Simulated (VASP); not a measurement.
**VASP inputs for KI (rocksalt)**

INCAR

```
IBRION = -1
NBANDS = 15
ISIF = 2
LREAL = .FALSE.
PREC = Accurate
NSW = 0
LASPH = .TRUE.
LCHARG = .FALSE.
ENCUT = 520
GGA = PE
LWAVE = .FALSE.
EDIFF = 1E-7
ISMEAR = -1
SIGMA = 0.02
NELM = 120
```

KPOINTS

```
KPOINTS created by Atomic Simulation Environment
0
Gamma
6 6 6
0 0 0
```

KPOINTS_OPT

```
special points
6
Reciprocal
0.0000000000 0.0000000000 0.0000000000 1
0.5000000000 0.0000000000 0.5000000000 1
0.5000000000 0.2500000000 0.7500000000 1
0.3750000000 0.3750000000 0.7500000000 1
0.5000000000 0.5000000000 0.5000000000 1
0.6250000000 0.2500000000 0.6250000000 1
```

POSCAR

```
K  I
 1.0000000000000000
    -0.0000000000000000    3.5442849964056475    3.5442849964056475
     3.5442849964056475   -0.0000000000000000    3.5442849964056475
     3.5442849964056475    3.5442849964056475   -0.0000000000000000
 K   I
   1   1
Cartesian
 -0.0000000000000000 -0.0000000000000000 -0.0000000000000000
  3.5442849964056471  3.5442849964056471  3.5442849964056471
```

VASP ran with the recommended PBE PAW datasets (16 valence electrons in the cell).

Estimate the main results of this run.

gap between bands v and c 3.94 eV; least direct gap 3.94 eV; pressure 0.5 GPa.

Band v is the last that the valence electrons fill when counted band by band, and c is the next. Levels in eV from the top of v:

| point | v−1 | v | c | c+1 |
| --- | --- | --- | --- | --- |
| Γ | 0.00 | 0.00 | 3.94 | 6.50 |
| X | -0.36 | -0.36 | 4.95 | 5.74 |
| W | -0.72 | -0.59 | 6.46 | 6.46 |
| K | -0.74 | -0.37 | 5.62 | 6.60 |
| L | -0.33 | -0.33 | 5.51 | 7.68 |
